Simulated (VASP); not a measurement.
# BaTiO3 (R3m) in VASP: notebook, part 2 of 2

VASP 6.6.1.

### 5 Relaxation of shape and atoms at fixed volume, r2SCAN (a relaxed cell with its volume scaled by 0.94)

File INCAR:

```
PREC     = Accurate       # precision mode
ENCUT    = 600            # plane-wave cutoff, eV
EDIFF    = 1E-7           # SCF threshold, eV
ISMEAR   = 0              # smearing method
SIGMA    = 0.03           # smearing width, eV
LREAL    = F              # projectors in reciprocal space
LASPH    = T              # aspherical terms in the spheres
NELM     = 80             # most SCF steps
ALGO     = Normal         # electronic algorithm
ISIF     = 4              # what is computed and relaxed
LWAVE    = F              # write WAVECAR
LCHARG   = F              # write CHGCAR
METAGGA  = R2SCAN         # meta-GGA
LMIXTAU  = T            
IBRION   = 2              # ionic algorithm
NSW      = 40             # ionic steps
EDIFFG   = -0.01          # ionic threshold
KPAR     = 2
```

File KPOINTS:

```
regular mesh
0
Gamma
  7 7 7
```

File POSCAR:

```
BaTiO3                                  
1.0
    2.7901960511      1.6109204412      2.2890846344
   -2.7901960511      1.6109204412      2.2890846344
   -0.0000000000     -3.2218408823      2.2890846344
  Ba              Ti              O             
     1     1     3
Direct
     0.9975285894313949    0.9975285894313949    0.9975285894313949
     0.4842479316109137    0.4842479316109137    0.4842479316109137
     0.5093152506110088    0.5093152506110088    0.0187929777356718
     0.0187929777356718    0.5093152506110088    0.5093152506110088
     0.5093152506110088    0.0187929777356718    0.5093152506110088
```

Launch:

```console
$ cat potpaw_PBE.64/Ba_sv/POTCAR potpaw_PBE.64/Ti_sv/POTCAR potpaw_PBE.64/O/POTCAR > POTCAR
$ mpirun -np 2 vasp_std > vasp.out
```

Wall time 9.1 min (2 MPI ranks of AMD EPYC 9R45 (Zen 5), shared host); peak memory 0.22 GiB.

Results (log left out):

- Free energy: -74.1743 eV
- Energy gained by relaxing: 8.7 meV/atom
- Ionic steps: 10
- Pressure after relaxing: 8.8 GPa
- Largest force after relaxing: 0.006 eV/Å
- Band gap on the k mesh: 2.42 eV, indirect (least direct gap 2.53 eV)

Forces on the atoms (eV/Å):
```
Ba   0.000  0.000  0.003
Ti   0.000  0.000  0.006
O    0.000 -0.004 -0.003
O    0.004  0.002 -0.003
O   -0.004  0.002 -0.003
```

The path:
```
step  energy change (eV)  largest force (eV/Å)  pressure (GPa)
   1              0.0000                0.7244           12.27
   2             -0.0349                0.1999            9.94
   3             -0.0360                0.1603            9.51
   4             -0.0406                0.0970            9.35
   5             -0.0425                0.0488            9.19
   6             -0.0433                0.0280            9.02
   7             -0.0433                0.0269            8.99
   8             -0.0435                0.0188            8.90
   9             -0.0435                0.0154            8.85
  10             -0.0435                0.0058            8.82
```

Final structure:
```
CELL_PARAMETERS angstrom
2.79381 1.61301 2.28316
-2.79381 1.61301 2.28316
0.00000 -3.22602 2.28316
ATOMIC_POSITIONS crystal
Ba 0.00154 0.00154 0.00154
Ti 0.49554 0.49554 0.49554
O 0.50648 0.50648 0.00916
O 0.00916 0.50648 0.50648
O 0.50648 0.00916 0.50648
```

Levels at points of the mesh, in eV from the valence-band top:
| k point | band 18 | band 19 | band 20 | band 21 | band 22 | band 23 |
| --- | --- | --- | --- | --- | --- | --- |
| (0.00, 0.00, 0.00) | -0.14 | -0.11 | -0.11 | 2.42 | 2.42 | 2.46 |

Caveat: the PAW data sets were made with another functional, which shifts forces and pressure a little; spin-orbit coupling is left out, which moves the levels of the heavy elements; an odd mesh through Γ misses points on the zone boundary, where band edges often lie.

### 6 Relaxation of shape and atoms at fixed volume, r2SCAN (a relaxed cell with its volume scaled by 0.96)

INCAR is that of step 5.

KPOINTS is that of step 5.

POSCAR, as its differences from that of step 5:

```diff
@@ -2,5 +2,5 @@
 1.0
-    2.7901960511      1.6109204412      2.2890846344
-   -2.7901960511      1.6109204412      2.2890846344
-   -0.0000000000     -3.2218408823      2.2890846344
+    2.8098459665      1.6222653251      2.3052054799
+   -2.8098459665      1.6222653251      2.3052054799
+   -0.0000000000     -3.2445306502      2.3052054799
   Ba              Ti              O
```

Potentials or basis: VASP PAW PBE potentials, release 64 (Ba_sv, Ti_sv, O).

Launch:

```console
$ cat potpaw_PBE.64/Ba_sv/POTCAR potpaw_PBE.64/Ti_sv/POTCAR potpaw_PBE.64/O/POTCAR > POTCAR
$ mpirun -np 2 vasp_std > vasp.out
```

Wall time 7.1 min (2 MPI ranks of AMD EPYC 9R45 (Zen 5), shared host); peak memory 0.22 GiB.

The run converged. Its results:

* Free energy: -74.2349 eV
* Energy gained by relaxing: 3.9 meV/atom
* Ionic steps: 8
* Pressure after relaxing: 5.4 GPa
* Band gap on the k mesh: 2.56 eV, indirect (least direct gap 2.76 eV)

Forces in eV/Å, atoms in the order of the input:
```
Ba   0.000  0.000  0.000
Ti   0.000  0.000  0.002
O    0.000  0.001 -0.001
O    0.000  0.000 -0.001
O    0.000  0.000 -0.001
```

Step by step:
| step | energy change (eV) | largest force (eV/Å) | pressure (GPa) |
| --- | --- | --- | --- |
| 1 | 0.0000 | 0.4685 | 7.74 |
| 2 | -0.0157 | 0.1519 | 6.20 |
| 3 | -0.0166 | 0.1028 | 5.77 |
| 4 | -0.0185 | 0.0675 | 5.65 |
| 5 | -0.0191 | 0.0305 | 5.54 |
| 6 | -0.0194 | 0.0119 | 5.43 |
| 7 | -0.0194 | 0.0122 | 5.43 |
| 8 | -0.0194 | 0.0024 | 5.40 |

Final structure:
```
CELL_PARAMETERS angstrom
2.81269 1.62391 2.30054
-2.81269 1.62391 2.30054
0.00000 -3.24782 2.30054
ATOMIC_POSITIONS crystal
Ba 0.00009 0.00009 0.00009
Ti 0.49083 0.49083 0.49083
O 0.50772 0.50772 0.01283
O 0.01283 0.50772 0.50772
O 0.50772 0.01283 0.50772
```

Levels at points of the mesh, in eV from the valence-band top:
```tsv
k point	band 17	band 18	band 19	band 20	band 21	band 22	band 23	band 24
(0.00, 0.00, 0.00)	-1.08	-0.28	-0.21	-0.21	2.56	2.56	2.64	4.66
```

Caveat: the PAW data sets were made with another functional, which shifts forces and pressure a little; spin-orbit coupling is left out, which moves the levels of the heavy elements; an odd mesh through Γ misses points on the zone boundary, where band edges often lie.

### 7 Summary

```tsv
task	level	cell	gap on the mesh (eV)	pressure (GPa)	largest force (eV/Å)
relaxation of shape and atoms at fixed volume	PBEsol	atoms relaxed at fixed volume from: a relaxed cell with its volume scaled by 1.06	2.70	-5.7	0.01
relaxation of cell and atoms	r2SCAN	relaxed	2.82	0.0	-
relaxation of shape and atoms at fixed volume	r2SCAN	atoms relaxed at fixed volume from: a relaxed cell with its volume scaled by 0.94	2.42	8.8	0.01
relaxation of shape and atoms at fixed volume	r2SCAN	atoms relaxed at fixed volume from: a relaxed cell with its volume scaled by 0.96	2.56	5.4	-
```

Alike in all rows: potentials or basis VASP PAW PBE potentials, release 64 (Ba_sv, Ti_sv, O); no spin polarisation; k mesh 7 × 7 × 7; cutoff (eV) 600; smearing gaussian 0.03 eV.

Caveats: the PAW data sets were made with another functional, which shifts forces and pressure a little; spin-orbit coupling is left out, which moves the levels of the heavy elements; an odd mesh through Γ misses points on the zone boundary, where band edges often lie.

Absolute energies hang on the potentials; compare differences alone.
